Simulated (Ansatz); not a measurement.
An input for Ansatz 0.2.0 (MgS (Niningerite)):

Contents of input.yaml:

```yaml
crystal:
  lattice:
    - [0.0, 2.4931194942, 2.4931194942]
    - [2.4931194942, 0.0, 2.4931194942]
    - [2.4931194942, 2.4931194942, 0.0]
  atoms:
    - { symbol: S, position: [0.5, 0.5, 0.5], spin: -0.49 }
    - { symbol: Mg, position: [0.0, 0.0, 0.0] }
hamiltonian:
  xc: pbe
  pseudopotentials: { kind: paw }
magnetization:
  spin_polarized: true
kpoints:
  mp_grid: { grid: [2, 2, 2] }
  band_path:
    path:
      - [[0.0, 0.0, 0.0], [0.5, 0.0, 0.5], [0.5, 0.25, 0.75], [0.375, 0.375, 0.75], [0.0, 0.0, 0.0], [0.5, 0.5, 0.5], [0.625, 0.25, 0.625], [0.5, 0.25, 0.75], [0.5, 0.5, 0.5], [0.375, 0.375, 0.75]]
      - [[0.625, 0.25, 0.625], [0.5, 0.0, 0.5]]
    npoints: 4
scf:
  occupations: { method: fixed }
  n_extra_bands: 6
output:
  forces: true
  stress: true
  eigenvalues: true
  fatbands: false
```

Potentials or basis: Ansatz PAW.

Run with:

```sh
$ ansatz run input.yaml --threads 1 --pin off --max-ram 2560MiB --backend cpu --events-out ev --progress --plain --runs-dir out
```

Question: What does the program do with it?

Answer: The run stopped without a result. It printed:

Output:

```text
Error: inconsistent input (scf.occupations.method, magnetization): a σ = 0 step fill (method: fixed, or a smearing width below the step floor) with no hard lock on the total moment puts the same N_el/2 bands in each spin channel, which gives a total moment of zero, but the starting moments sum to -0.4900 μB; make the starting moments (crystal.atoms[].spin / magnetization.per_species / magnetization.initial_magnetization) sum to zero, or set magnetization.spin_locking.lock_magnetization: hard with an even integer magnetization.initial_magnetization, or use a smearing method with a finite width, such as fermi_dirac
```
